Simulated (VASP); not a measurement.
# Ge: restarted molecular dynamics, 2 variants

Ge, Cmcm (no. 63), 8 atoms in the cell. PBE, molecular dynamics; PAW potentials Ge (PBE set).

| Restart from | Temperature at the end (K) | The same without a restart (K) | Potential energy at the end (eV/atom) | The same without a restart (eV/atom) | Electronic steps in the first step after the restart | Time (s) |
|---|---|---|---|---|---|---|
| CONTCAR with velocities, WAVECAR read | 1229.0 | 1229.0 | -4.09110 | -4.09109 | 4 | 186 |
| CONTCAR with velocities, no WAVECAR | 1229.0 | 1229.0 | -4.09110 | -4.09109 | 12 | 183 |

Limits: 180 fs of 8 atoms are too short for converged averages; the cell is only 4.7 Å across, so each atom moves in step with near copies of itself.

## Input of the first row

INCAR.step1:
```
SYSTEM = Ge
ALGO = Fast
EDIFF = 1E-6
ENCUT = 200
GGA = PE
IBRION = 0
ISIF = 2
ISMEAR = -1
ISYM = 0
KPAR = 2
LASPH = .TRUE.
LCHARG = .FALSE.
LREAL = Auto
LWAVE = .TRUE.
MDALGO = 2
NELM = 60
NELMIN = 4
NSW = 30
POTIM = 3.0
PREC = Normal
RANDOM_SEED = 810965 0 0
SIGMA = 0.069
SMASS = -3
TEBEG = 1600
```

INCAR.step2, as INCAR.step1 but for:
```
- LWAVE = .TRUE.
+ LWAVE = .FALSE.
```

KPOINTS:
```
k-points
0
Gamma
  3 3 3
```

POSCAR.step1:
```
Ge
1.0
    2.9761058500     -5.1893792200      0.0000000000
    2.9761058500      5.1893792200      0.0000000000
    0.0000000000      0.0000000000      4.7275957900
Ge
8
Direct
    0.1667233150      0.3332766850      0.2500000000
    0.1667233150      0.8332766850      0.2500000000
    0.6667233150      0.3332766850      0.2500000000
    0.6667233150      0.8332766850      0.2500000000
    0.3332766850      0.1667233150      0.7500000000
    0.3332766850      0.6667233150      0.7500000000
    0.8332766850      0.1667233150      0.7500000000
    0.8332766850      0.6667233150      0.7500000000
```

Commands (each step's output is kept before the next begins):
```
cat potpaw_PBE.64/Ge/POTCAR > POTCAR
cp INCAR.step1 INCAR
cp POSCAR.step1 POSCAR
mpirun -np 2 vasp_std > vasp.out
cp CONTCAR POSCAR
cp INCAR.step2 INCAR
mpirun -np 2 vasp_std > vasp.out
```

Changes of the last row against the first:
```
(step 1)
- LWAVE = True
+ LWAVE = False
```

VASP 6.6.1 took 186 s on 2 cores (AMD EPYC 7R13 (Zen 3)), a shared host.
